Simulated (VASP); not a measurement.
# SnTe (Fm-3m) in VASP: a series of runs

Aim: see how the results for SnTe move with the level of theory and the settings. Levels: PBE, PBEsol, LDA, r2SCAN, HSE06. Tasks: single point, relaxation of cell and atoms.

Program: VASP 6.6.1. These are calculated values, not measurements. Logs are shortened: lines on timing, memory, paths and dates and some standing lists are left out, and cuts for length are marked.

**Measured values to compare with.**

From a printed reference work, textbook, for a bulk crystal of SnTe at 300 K: band gap 0.18 eV (direct).

How close the calculation comes is told below.

## Step 1: The cell of the first run

It takes space group Fm-3m (No. 225, cubic). Conventional cell: a = 6.379 Å, b = 6.379 Å, c = 6.379 Å, α = 90.00°, β = 90.00°, γ = 90.00°. Within 4.2 Å of Sn (site symmetry m-3m) lie 6 Te at 3.19 Å. Within 4.2 Å of Te (site symmetry m-3m) lie 6 Sn at 3.19 Å.

## Step 2: Single point, PBE

Input file INCAR:

```
SYSTEM = SnTe
ALGO     = Normal         ! electronic algorithm
EDIFF    = 1E-6           ! SCF threshold, eV
ENCUT    = 520            ! plane-wave cutoff, eV
GGA      = PE             ! functional
ISIF     = 2              ! what is computed and relaxed
ISMEAR   = -1             ! smearing method
LASPH    = .TRUE.         ! aspherical terms in the spheres
LCHARG   = .TRUE.         ! write CHGCAR
LELF     = .TRUE.         ! ELF
LREAL    = .FALSE.        ! projectors in reciprocal space
LVHAR    = .TRUE.       
LWAVE    = .FALSE.        ! write WAVECAR
NBANDS   = 17             ! bands
NELM     = 100            ! most SCF steps
PREC     = Accurate       ! precision mode
SIGMA    = 0.02           ! smearing width, eV
```

Input file KPOINTS:

```
k-points
0
G
  8 8 8
  0 0 0
```

Input file POSCAR:

```
SnTe
1.0
    0.0000000000      3.1893545730      3.1893545730
    3.1893545730      0.0000000000      3.1893545730
    3.1893545730      3.1893545730      0.0000000000
Sn Te
1 1
Direct
    0.0000000000      0.0000000000      0.0000000000
    0.5000000000      0.5000000000      0.5000000000
```

Potentials or basis: VASP PAW PBE potentials, release 64 (Sn_d, Te).

Started as:

```console
> cat potpaw_PBE.64/Sn_d/POTCAR potpaw_PBE.64/Te/POTCAR > POTCAR
> mpirun -np 1 vasp_std > vasp.out
```

OUTCAR:

```text
SYSTEM = SnTe
   EDIFF = 1E-6
   ENCUT = 520
   GGA = PE
   ISIF = 2
   ISMEAR = -1
   LASPH = .TRUE.
   LREAL = .FALSE.
   NELM = 100
   PREC = Accurate

 ion  position               nearest neighbor table
   1  0.000  0.000  0.000-   2 3.19   2 3.19   2 3.19   2 3.19   2 3.19   2 3.19
   2  0.500  0.500  0.500-   1 3.19   1 3.19   1 3.19   1 3.19   1 3.19   1 3.19

  LATTYP: Found a face centered cubic cell.
 ALAT       =     6.3787091460

  Lattice vectors:

 A1 = (   0.0000000000,   3.1893545730,   3.1893545730)
 A2 = (   3.1893545730,   0.0000000000,   3.1893545730)
 A3 = (   3.1893545730,   3.1893545730,   0.0000000000)

Analysis of symmetry for initial positions (statically):
=====================================================================
 Subroutine PRICEL returns:
 Original cell was already a primitive cell.

 Routine SETGRP: Setting up the symmetry group for a
 face centered cubic supercell.

 Subroutine GETGRP returns: Found 48 space group operations
 (whereof 48 operations were pure point group operations)
 out of a pool of 48 trial point group operations.

The static configuration has the point symmetry O_h .

Analysis of symmetry for dynamics (positions and initial velocities):
=====================================================================
 Subroutine PRICEL returns:
 Original cell was already a primitive cell.

 Routine SETGRP: Setting up the symmetry group for a
 face centered cubic supercell.

 Subroutine GETGRP returns: Found 48 space group operations
 (whereof 48 operations were pure point group operations)
 out of a pool of 48 trial point group operations.

The dynamic configuration has the point symmetry O_h .

 Subroutine INISYM returns: Found 48 space group operations
 (whereof 48 operations are pure point group operations),
 and found     1 'primitive' translations

----------------------------------------------------------------------------------------

                                     Primitive cell

  volume of cell :      64.8841

  direct lattice vectors                    reciprocal lattice vectors
     0.000000000  3.189354573  3.189354573    -0.156771531  0.156771531  0.156771531
     3.189354573  0.000000000  3.189354573     0.156771531 -0.156771531  0.156771531
     3.189354573  3.189354573  0.000000000     0.156771531  0.156771531 -0.156771531

  length of vectors
     4.510428492  4.510428492  4.510428492     0.271536257  0.271536257  0.271536257

  position of ions in fractional coordinates (direct lattice)
     0.000000000  0.000000000  0.000000000
     0.500000000  0.500000000  0.500000000

  ion indices of the primitive-cell ions
   primitive index   ion index
                 1           1
                 2           2

----------------------------------------------------------------------------------------

 KPOINTS: k-points

Automatic generation of k-mesh.
 Grid dimensions read from file:
 generate k-points for:    8    8    8

 Generating k-lattice:

  Cartesian coordinates                     Fractional coordinates (reciprocal lattice)
    -0.019596441  0.019596441  0.019596441     0.125000000  0.000000000  0.000000000
     0.019596441 -0.019596441  0.019596441     0.000000000  0.125000000  0.000000000
     0.019596441  0.019596441 -0.019596441     0.000000000  0.000000000  0.125000000

  Length of vectors
     0.033942032  0.033942032  0.033942032

  Shift w.r.t. Gamma in fractional coordinates (k-lattice)
     0.000000000  0.000000000  0.000000000

 Subroutine IBZKPT returns following result:
 ===========================================

 Found     29 irreducible k-points:

 Following reciprocal coordinates:
            Coordinates               Weight
  0.000000  0.000000  0.000000      1.000000
  0.125000  0.000000  0.000000      8.000000
  0.250000  0.000000  0.000000      8.000000
  0.375000  0.000000  0.000000      8.000000
  0.500000  0.000000  0.000000      4.000000
  0.125000  0.125000  0.000000      6.000000
[... 16 lines left out ...]
  0.500000  0.250000  0.125000     48.000000
 -0.375000  0.250000  0.125000     24.000000
 [... further k-points ...]
   k-points           NKPTS =     29   k-points in BZ     NKDIM =     29   number of bands    NBANDS=     17
   number of dos      NEDOS =    301   number of ions     NIONS =      2
   total plane-waves  NPLWV =  46656
   dimension x,y,z NGX =    36 NGY =   36 NGZ =   36
   dimension x,y,z NGXF=    72 NGYF=   72 NGZF=   72
   ions per type =               1   1
   NGX,Y,Z   is equivalent  to a cutoff of  13.27, 13.27, 13.27 a.u.
   NGXF,Y,Z  is equivalent  to a cutoff of  26.54, 26.54, 26.54 a.u.
 SYSTEM =  SnTe
   PREC   = accura    normal or accurate (medium, high low for compatibility)
   ISTART =      0    job   : 0-new  1-cont  2-samecut
   ICHARG =      2    charge: 1-file 2-atom 10-const
   ISPIN  =      1    spin polarized calculation?
   LNONCOLLINEAR =      F non collinear calculations
   LSORBIT =      F    spin-orbit coupling
   LASPH  =      T    aspherical Exc in radial PAW
   ENCUT  =  520.0 eV  38.22 Ry    6.18 a.u.   8.39  8.39  8.39*2*pi/ulx,y,z
   NELM   =    100;   NELMIN=  2; NELMDL= -5     # of ELM steps
   EDIFF  = 0.1E-05   stopping-criterion for ELM
   LREAL  =      F    real-space projection
   EDIFFG = 0.1E-04   stopping-criterion for IOM
   NSW    =      0    number of steps for IOM
   IBRION =     -1    ionic relax: 0-MD 1-quasi-New 2-CG
   NFREE  =      0    steps in history (QN), initial steepest desc. (CG)
   ISIF   =      2    stress and relaxation
   ISYM   =      2    0-nonsym 1-usesym 2-fastsym
   POTIM  = 0.5000    time-step for ionic-motion
   TEBEG  =    0.0;   TEEND  =   0.0 temperature during run
   PSTRESS=    0.0 pullay stress
   NELECT =      20.0000    total number of electrons
   NUPDOWN=      -1.0000    fix difference up-down
   EMIN   =  10.00;   EMAX   =-10.00  energy-range for DOS
   EFERMI =   0.00;   METHOD = LEGACY
   ISMEAR =    -1;   SIGMA  =   0.02  broadening in eV -4-tet -1-fermi 0-gaus
   EFERMI_NEDOS =   21; number of points for ismear=-14 and -15
   IALGO  =     38    algorithm
   IMIX   =      4    mixing-type and parameters
     AMIX     =   0.40;   BMIX     =  1.00
     AMIX_MAG =   1.60;   BMIX_MAG =  1.00
  volume/ion in A,a.u.               =      32.44       218.93
  Fermi-wavevector in a.u.,A,eV,Ry     =   1.105873  2.089797 16.639322  1.222956
  Thomas-Fermi vector in A             =   2.242366
   LORBIT       =      0    0 simple, 1 ext, 2 COOP (PROOUT), +10 PAW based schemes
   GGA     = PE    functional components
   LHFCALC =     F    Hartree Fock is set to
   AEXX    =    0.0000 exact exchange contribution
   IVDW    =     0    specifies the selected vdW correction
   LEPSILON=     F    determine dielectric tensor
   LRPA    =     F    only Hartree local field effects (RPA)
 non-spin polarized calculation
  energy-cutoff  :      520.00
  volume of cell :       64.88
 maximum number of plane-waves:      1807
 NGX is ok and might be reduce to    36
   NGX = 17   NGY = 17   NGZ = 17

 number of electron      20.0000002 magnetization

 Free energy of the ion-electron system (eV)
  ---------------------------------------------------
  ext. energy  EPLUGINS =         0.00000000
  ---------------------------------------------------
  free energy    TOTEN  =        -7.56191200 eV

  energy without entropy =       -7.56148390  energy(sigma->0) =       -7.56169795

 E-fermi :   6.5384     XC(G=0):  -9.3318

 val. band max:        6.5333058170   @ k =   0.5000   0.0000   0.0000
 cond. band min:       6.5435893497   @ k =   0.5000   0.0000   0.0000
 fundamental gap:      0.0102835327
 Fermi energy:         6.5384475839

 k-point     1 :       0.0000    0.0000    0.0000
  band No.  band energies     occupation
      1     -15.3845      2.00000
      2     -15.3845      2.00000
      3     -15.3807      2.00000
      4     -15.3807      2.00000
      5     -15.3807      2.00000
      6      -6.0297      2.00000
[... 9 lines left out ...]
     16      11.3248      0.00000
     17      13.3385      0.00000

 k-point     2 :       0.1250    0.0000    0.0000
  band No.  band energies     occupation
      1     -15.3850      2.00000
      2     -15.3850      2.00000
      3     -15.3804      2.00000
      4     -15.3799      2.00000
      5     -15.3799      2.00000
      6      -5.9054      2.00000
[... 9 lines left out ...]
     16      11.6359      0.00000
     17      14.2565      0.00000

 k-point     3 :       0.2500    0.0000    0.0000
  band No.  band energies     occupation
      1     -15.3865      2.00000
      2     -15.3865      2.00000
      3     -15.3799      2.00000
      4     -15.3778      2.00000
      5     -15.3778      2.00000
      6      -5.5572      2.00000
[... 9 lines left out ...]
     16      12.4999      0.00000
     17      16.1825      0.00000

 k-point     4 :       0.3750    0.0000    0.0000
  band No.  band energies     occupation
      1     -15.3881      2.00000
      2     -15.3881      2.00000
      3     -15.3794      2.00000
      4     -15.3755      2.00000
      5     -15.3755      2.00000
      6      -5.0953      2.00000
[... 9 lines left out ...]
     16      13.8426      0.00000
     17      16.6223      0.00000

 k-point     5 :       0.5000    0.0000    0.0000
  band No.  band energies     occupation
      1     -15.3888      2.00000
      2     -15.3888      2.00000
      3     -15.3792      2.00000
      4     -15.3745      2.00000
      5     -15.3745      2.00000
      6      -4.8388      2.00000
[... 9 lines left out ...]
     16      15.3143      0.00000
     17      15.3143      0.00000

 k-point     6 :       0.1250    0.1250    0.0000
  band No.  band energies     occupation
      1     -15.3862      2.00000
      2     -15.3839      2.00000
      3     -15.3811      2.00000
      4     -15.3793      2.00000
      5     -15.3793      2.00000
      6      -5.8645      2.00000
[... 9 lines left out ...]
     16      12.1481      0.00000
     17      13.5153      0.00000

 k-point     7 :       0.2500    0.1250    0.0000
  band No.  band energies     occupation
      1     -15.3881      2.00000
      2     -15.3842      2.00000
      3     -15.3810      2.00000
      4     -15.3779      2.00000
      5     -15.3774      2.00000
      6      -5.5921      2.00000
[... 9 lines left out ...]
     16      13.0647      0.00000
     17      14.6205      0.00000

 k-point     8 :       0.3750    0.1250    0.0000
  band No.  band energies     occupation
      1     -15.3897      2.00000
      2     -15.3859      2.00000
      3     -15.3799      2.00000
      4     -15.3764      2.00000
      5     -15.3751      2.00000
      6      -5.1633      2.00000
[... 9 lines left out ...]
     16      14.3860      0.00000
     17      16.3493      0.00000
[... 203 lines left out ...]
      1     -15.3970      2.00000
      2     -15.3828      2.00000
      3     -15.3815      2.00000
      4     -15.3724      2.00000
      5     -15.3720      2.00000
      6      -4.6194      2.00000
[... 9 lines left out ...]
     16      15.9550      0.00000
     17      16.4644      0.00000

 k-point    20 :      -0.3750    0.3750    0.0000
  band No.  band energies     occupation
      1     -15.3950      2.00000
      2     -15.3835      2.00000
      3     -15.3806      2.00000
      4     -15.3737      2.00000
      5     -15.3727      2.00000
      6      -4.5340      2.00000
[... 9 lines left out ...]
     16      14.9249      0.00000
     17      17.0176      0.00000

 k-point    21 :       0.5000    0.5000    0.0000
  band No.  band energies     occupation
      1     -15.3986      2.00000
      2     -15.3838      2.00000
      3     -15.3804      2.00000
      4     -15.3714      2.00000
      5     -15.3714      2.00000
      6      -4.5701      2.00000
[... 9 lines left out ...]
     16      16.9774      0.00000
     17      17.3216      0.00000

 k-point    22 :       0.3750    0.2500    0.1250
  band No.  band energies     occupation
      1     -15.3900      2.00000
      2     -15.3845      2.00000
      3     -15.3808      2.00000
      4     -15.3763      2.00000
      5     -15.3758      2.00000
      6      -5.2784      2.00000
[... 9 lines left out ...]
     16      14.5127      0.00000
     17      14.7404      0.00000

 k-point    23 :       0.5000    0.2500    0.1250
  band No.  band energies     occupation
      1     -15.3911      2.00000
      2     -15.3857      2.00000
      3     -15.3794      2.00000
      4     -15.3756      2.00000
      5     -15.3743      2.00000
      6      -4.8809      2.00000
[... 9 lines left out ...]
     16      14.7188      0.00000
     17      15.9718      0.00000

 k-point    24 :      -0.3750    0.2500    0.1250
  band No.  band energies     occupation
      1     -15.3914      2.00000
      2     -15.3865      2.00000
      3     -15.3780      2.00000
      4     -15.3763      2.00000
      5     -15.3736      2.00000
      6      -4.6737      2.00000
[... 9 lines left out ...]
     16      15.8376      0.00000
     17      15.9332      0.00000

 [... further k-points ...]

------------------------ aborting loop because EDIFF is reached ----------------------------------------

  FORCE on cell =-STRESS in cart. coord.  units (eV):
  Direction    XX          YY          ZZ          XY          YZ          ZX
  --------------------------------------------------------------------------------------
  -------------------------------------------------------------------------------------
  Total        0.2277831      0.2277831      0.2277831      0.0000000      0.0000000      0.0000000
  in kB        5.6246260      5.6246260      5.6246260      0.0000000      0.0000000      0.0000000
  external PRESSURE =       5.6246260 kB  Pullay stress =       0.0000000 kB

 VOLUME and BASIS-vectors are now :
 -----------------------------------------------------------------------------
  energy-cutoff  :      520.00
  volume of cell :       64.88
      direct lattice vectors                 reciprocal lattice vectors
     0.000000000  3.189354573  3.189354573    -0.156771531  0.156771531  0.156771531
     3.189354573  0.000000000  3.189354573     0.156771531 -0.156771531  0.156771531
     3.189354573  3.189354573  0.000000000     0.156771531  0.156771531 -0.156771531

 POSITION                                       TOTAL-FORCE (eV/Angst)
 -----------------------------------------------------------------------------------
      0.00000      0.00000      0.00000         0.000000      0.000000     -0.000000
      3.18935      3.18935      3.18935         0.000000      0.000000      0.000000
 -----------------------------------------------------------------------------------
    total drift:                               -0.000000      0.000000      0.000000

  FREE ENERGIE OF THE ION-ELECTRON SYSTEM (eV)
  ---------------------------------------------------
  free  energy   TOTEN  =        -7.5619119988 eV

  energy  without entropy=       -7.5614839029  energy(sigma->0) =       -7.56169795
```

It took 50 s on 1 thread of Intel Xeon 8259CL, shared host; peak memory 0.22 GiB.

Results:

```yaml
Free_energy: -7.5619 eV
Pressure: 0.6 GPa
Band_gap_on_the_k_mesh: 0.01 eV
```

Levels at points of the mesh, in eV from the valence-band top:
```tsv
k point	band 6	band 7	band 8	band 9	band 10	band 11	band 12	band 13	band 14	band 15
(0.00, 0.00, 0.00)	-12.56	-4.84	-2.07	-2.07	-2.07	3.25	3.25	3.25	4.79	4.79
(0.50, 0.00, 0.00)	-11.37	-8.17	-1.74	-1.74	0.00	0.01	0.40	0.40	7.67	8.61
(0.50, 0.50, 0.00)	-11.10	-6.47	-5.35	-3.59	-3.59	2.29	4.72	4.72	6.09	8.88
```

Caveat: semilocal functionals underestimate gaps, and a narrow one can read as zero; spin-orbit coupling is left out, which moves the levels of the heavy elements.

[end of part 1 of 3]
